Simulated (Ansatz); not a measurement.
# HfB2 (AlB2 type): from the first guess to the electronic structure

What volume does HfB2 (AlB2 type) take, and is it a metal or an insulator at this level? The pressure is brought towards zero step by step, and the electronic structure follows.

Program: Ansatz 0.2.0. Level of theory: DFT PBEsol, scalar-relativistic, plane waves, PAW. These are calculated values, not measurements.

## 1. The starting structure

It takes space group P6/mmm (No. 191, hexagonal). Conventional cell: a = 3.175 Å, b = 3.175 Å, c = 3.438 Å, α = 90.00°, β = 90.00°, γ = 120.00°. Hf (site symmetry 6/mmm) is surrounded by 12 B at 2.51 Å. Around B (site symmetry -6m2) lie 3 B at 1.83 Å and 6 Hf at 2.51 Å.

As a file:

```cif
data_structure
_symmetry_space_group_name_H-M 'P 1'
_symmetry_Int_Tables_number 1
_cell_length_a 3.1750
_cell_length_b 3.1750
_cell_length_c 3.4378
_cell_angle_alpha 90.000
_cell_angle_beta 90.000
_cell_angle_gamma 120.000
_cell_volume 30.01
loop_
_atom_site_label
_atom_site_type_symbol
_atom_site_fract_x
_atom_site_fract_y
_atom_site_fract_z
_atom_site_occupancy
Hf1 Hf 0.00000 0.00000 0.00000 1
B1 B 0.33333 0.66667 0.50000 1
B2 B 0.66667 0.33333 0.50000 1
```

## 2. Relaxing cell and atoms

The input, input.yaml:

```yaml
crystal:
  lattice:
    - [3.1749948148, 0.0, 0.0]
    - [-1.5874974074, 2.7496261665, 0.0]
    - [0.0, 0.0, 3.4377639363]
  atoms:
    - { symbol: Hf, position: [0.0, 0.0, 0.0] }
    - { symbol: B, position: [0.3333333333, 0.6666666667, 0.5] }
    - { symbol: B, position: [0.6666666667, 0.3333333333, 0.5] }
basis:
  ecutwfc: 420
  ecutrho_ratio: 4
kpoints:
  mp_grid: { grid: [12, 12, 10] }
hamiltonian:
  xc: pbesol
scf:
  occupations: { method: gaussian, width: 0.05 }
output:
  forces: true
  stress: true
  eigenvalues: true
relax:
  f_tol: 0.01
  max_steps: 60
  cell: { stress_tol: 0.15 }
```

The program printed, cut to the lines that bear on the results:

```text
Warning: RAYON_NUM_THREADS=4 ignored (pool sized by the plan → 4); use --threads N
[...]
Pseudopotentials: kind: paw
Pseudopotential: Hf, paw, valence charge 26, recommended cutoff 420 eV (normal), Hf.paw.azcp
Pseudopotential: B, paw, valence charge 3, recommended cutoff 420 eV (normal), B.paw.azcp
Functional definition: PBEsol
[...]
Crystal: 3 atoms, lattice volume = 30.012 Å³
Basis set: ecut = 420 eV, 575 PW (Γ), exchange–correlation on 48×48×48 points (8 copies of the dense FFT grid, shifted against one another)
Bands: 20, of which v1, the nominal top of the filled ones, is band 16 counted from 1 (15 counted from 0)
Symmetry: 24 space group operations
Space group: P6/mmm (ITA 191), of the structure as read, at distance tolerance 3.1e-5 Å
k-points: 114 of 1440
[...]
SCF iter   1: F=—  HF=-15906.586338 eV  |F-HF|=—  |Δ(HF+E_count)|=         —  Δρ=5.93e-3  dr2=1.85e-2  ethr=1.77e-3  ⟨swp⟩=4.2  Hψ=8888  notcnv=0
[...]
relax step   1: F+E_penalty+E_count = -15906.58018968 eV  Δ(F+E_penalty+E_count) = +0.000e0 eV  max|allowed force component| = 1.604e-16 eV/Å  Δτ_max = 0.0000 Å  P = -7.186 GPa  Ω = 30.012 Å³  (6 SCF iters, dr2 threshold 1.00e-7 eV, accepted)
[...]
SCF converged after 5 iterations
Free energy (F): -15906.606703 eV
[...]
E sigma→0 (E₀):  -15906.606454 eV
Entropy (-TS):   -0.000498 eV (-0.166 meV/atom)
Fermi energy:    20.895827 eV
[...]
--- Forces (eV/Å), atoms counted from 1 ---
  atom   1  Hf     0.00000000    -0.00000000     0.00000000
  atom   2  B      0.00000000    -0.00000000    -0.00000000
  atom   3  B     -0.00000000     0.00000000     0.00000000
[...]
--- Stress (GPa, compression-positive) ---
       -0.048515      -0.000000      -0.000000
        0.000000      -0.048515      -0.000000
       -0.000000      -0.000000       0.009077
  P = ⅓ Tr σ = -0.0293 GPa (-0.293 kbar)
--- Band table (eV; the first three rows and the last of 114) ---
  k-point 0: bands = ["-40.9167", "-9.8060", "-9.3033", "-9.3033", "6.9385", "9.1022", "9.1213", "9.1353", "9.1353", "9.1390", "9.1390", "9.2370", "17.6822", "17.7710", "17.7710", "18.1028", "24.7973", "24.7973", "25.5246", "25.5246"]
[...]
--- Relaxed structure (4 steps of the walk, 4 accepted, 1 SCFs on fresh bases) ---
  F+E_penalty+E_count = -15906.60670331 eV   max|allowed force component| = 1.419e-16 eV/Å   (the final SCF, on the basis selected at the relaxed cell)
  cell:  # Å, volume = 29.1972 Å³
    - [3.1275495076670627, 8.395398453941603e-33, 2.623562016856752e-34]
    - [-1.5637747538335314, 2.7085373252331904, -6.281634562484676e-19]
    - [2.840693422287012e-34, -7.853713724077196e-19, 3.4466919362981994]
  atoms:
    - { symbol: Hf, position: [-3.637362931969497e-35, 4.183143786034103e-35, -1.1591269220898192e-69] }
    - { symbol: B, position: [0.33333333333333326, 0.6666666666666665, 0.4999999999999999] }
    - { symbol: B, position: [0.6666666666666665, 0.33333333333333326, 0.4999999999999999] }
```

It took 3.5 s on 4 threads of an x86-64 CPU, shared host; peak memory 0.53 GiB.

The steps of the relaxation:

```tsv
step	energy from step 1 (meV/atom)	largest force component (eV/Å)	pressure (GPa)	volume (Å³/atom)
1	0.0	0.000	-7.19	10.004
2	-9.1	0.000	0.93	9.698
3	-9.1	0.000	-0.15	9.738
4	-9.1	0.000	-0.01	9.732
5	-8.8	0.000	-0.03	9.732
```

Step 1 is the start. Step 5 repeats the geometry before it on a plane-wave basis chosen anew for the final cell, which shifts the energy by +0.3 meV/atom.

Read off: volume 9.732 Å³/atom, pressure -0.03 GPa, a metal on this mesh.

## 3. The cell, before and after

How the cell compares, before and after:

| cell as typed | before | after | change |
| --- | --- | --- | --- |
| a (Å) | 3.175 | 3.128 | -1.5 % |
| b (Å) | 3.175 | 3.128 | -1.5 % |
| c (Å) | 3.438 | 3.447 | +0.3 % |
| volume (Å³/atom) | 10.004 | 9.732 | -2.7 % |
| shortest distance (Å) | 1.833 | 1.806 | -1.5 % |
| space group | P6/mmm | P6/mmm | same |

## 4. The electronic structure

The input, input.yaml:

```yaml
crystal:
  lattice:
    - [3.1275495077, 0.0, 0.0]
    - [-1.5637747538, 2.7085373252, 0.0]
    - [0.0, 0.0, 3.4466919363]
  atoms:
    - { symbol: Hf, position: [0.0, 0.0, 0.0] }
    - { symbol: B, position: [0.3333333333, 0.6666666667, 0.5] }
    - { symbol: B, position: [0.6666666667, 0.3333333333, 0.5] }
basis:
  ecutwfc: 420
  ecutrho_ratio: 4
kpoints:
  mp_grid: { grid: [12, 12, 10] }
  band_path:
    path:
      - [[0.0, 0.0, 0.0], [0.5, 0.0, 0.0], [0.33333333, 0.33333333, 0.0], [0.0, 0.0, 0.0], [0.0, 0.0, 0.5], [0.5, 0.0, 0.5], [0.33333333, 0.33333333, 0.5], [0.0, 0.0, 0.5]]
      - [[0.5, 0.0, 0.5], [0.5, 0.0, 0.0]]
      - [[0.33333333, 0.33333333, 0.5], [0.33333333, 0.33333333, 0.0]]
    npoints: 14
hamiltonian:
  xc: pbesol
scf:
  occupations: { method: gaussian, width: 0.05 }
output:
  forces: true
  stress: true
  eigenvalues: true
  populations: true
  dos: { projected: true, de: 0.02, nscf_kmesh: { grid: [18, 18, 15] } }
  bader: false
```

The program printed, cut to the lines that bear on the results:

```text
Warning: RAYON_NUM_THREADS=4 ignored (pool sized by the plan → 4); use --threads N
[...]
[... 4 set-up lines as earlier in the session ...]
[...]
Crystal: 3 atoms, lattice volume = 29.197 Å³
Basis set: ecut = 420 eV, 563 PW (Γ), exchange–correlation on 48×48×48 points (8 copies of the dense FFT grid, shifted against one another)
Bands: 20, of which v1, the nominal top of the filled ones, is band 16 counted from 1 (15 counted from 0)
[... 2 set-up lines as earlier in the session ...]
k-points: 114 of 1440
[...]
SCF iter   1: F=—  HF=-15906.611920 eV  |F-HF|=—  |Δ(HF+E_count)|=         —  Δρ=5.60e-3  dr2=1.54e-2  ethr=1.77e-3  ⟨swp⟩=4.3  Hψ=8876  notcnv=0
[...]
SCF converged after 6 iterations
Free energy (F): -15906.606703 eV
[...]
E sigma→0 (E₀):  -15906.606454 eV
Entropy (-TS):   -0.000499 eV (-0.166 meV/atom)
Fermi energy:    20.895829 eV
[...]
--- Forces (eV/Å), atoms counted from 1 ---
  atom   1  Hf     0.00000000     0.00000000     0.00000000
  atom   2  B      0.00000000    -0.00000000     0.00000000
  atom   3  B     -0.00000000     0.00000000     0.00000000
[...]
--- Stress (GPa, compression-positive) ---
       -0.048371       0.000000       0.000000
        0.000000      -0.048371       0.000000
        0.000000       0.000000       0.009032
  P = ⅓ Tr σ = -0.0292 GPa (-0.292 kbar)
--- Band table (eV; the first three rows and the last of 114) ---
  k-point 0: bands = ["-40.9167", "-9.8061", "-9.3033", "-9.3033", "6.9385", "9.1021", "9.1212", "9.1353", "9.1353", "9.1390", "9.1390", "9.2369", "17.6822", "17.7710", "17.7710", "18.1028", "24.7973", "24.7973", "25.5246", "25.5246"]
[...]
--- Löwdin populations: 3 sites ---
  site symbol       q [e]
     0     Hf     25.3379
     1      B      3.3168
     2      B      3.3168
  spilling = 0.000888 (of n_electrons = 32.000000)
```

Wall time 1.9 s (4 threads of an x86-64 CPU, shared host); peak memory 0.52 GiB.

Read off: volume 9.732 Å³/atom, pressure -0.03 GPa, a metal on this mesh.

Levels next to the Fermi level at the named points, in eV from the Fermi level:

```tsv
point	filled	empty
Γ	-3.12 -3.12 -2.79	
M	-4.31 -3.54 -3.11	
K	-7.99 -2.74 -2.74	1.62 1.62
A	-8.58 -1.29 -1.29	0.08 0.08 0.81
L	-5.21 -4.94 -2.77	
H	-5.63 -3.33 -3.33
```

Empty levels over 1.6 eV, where the set of bands solved is no longer complete, are left out.

Bands that cross the Fermi level on the path (counted from 0), with the number of crossings: 15: 3, 16: 4.

The density of states, summed over windows 1 eV wide (Fermi level at zero):

```tsv
from	to	total	B 2p	Hf 5d
-7	-6	0.71	0.42	0.14
-6	-5	0.98	0.67	0.20
-5	-4	1.23	0.80	0.32
-4	-3	1.83	1.17	0.57
-3	-2	1.23	0.58	0.61
-2	-1	0.64	0.19	0.43
-1	0	0.21	0.05	0.15
0	1	0.42	0.12	0.29
```

Below -7 eV the file holds 1.6 more states, down to its end at -10 eV.

## 5. Results

| quantity | value |
| --- | --- |
| space group | P6/mmm (No. 191) |
| conventional cell | a = 3.128 Å, b = 3.128 Å, c = 3.447 Å, α = 90.00°, β = 90.00°, γ = 120.00° |
| volume | 9.732 Å³/atom |
| pressure | -0.03 GPa |
| gap | none (metal) |
| states at the Fermi level | about 0.2 per eV per cell |

**Reading.** From the first run shown, the volume went from 10.00 to 9.73 Å³/atom (-2.7 %) in one relaxation, where the pressure is zero within 0.03 GPa. There is no gap at this level of theory, though with only 0.2 states per eV per cell at the Fermi level; the largest share of the states at the Fermi level is Hf 5d (72 % of the projected weight, then B 2p with 27 %). Spin–orbit coupling is left out, though the cell holds Hf; in elements this heavy it can shift levels and gaps by tenths of an eV.
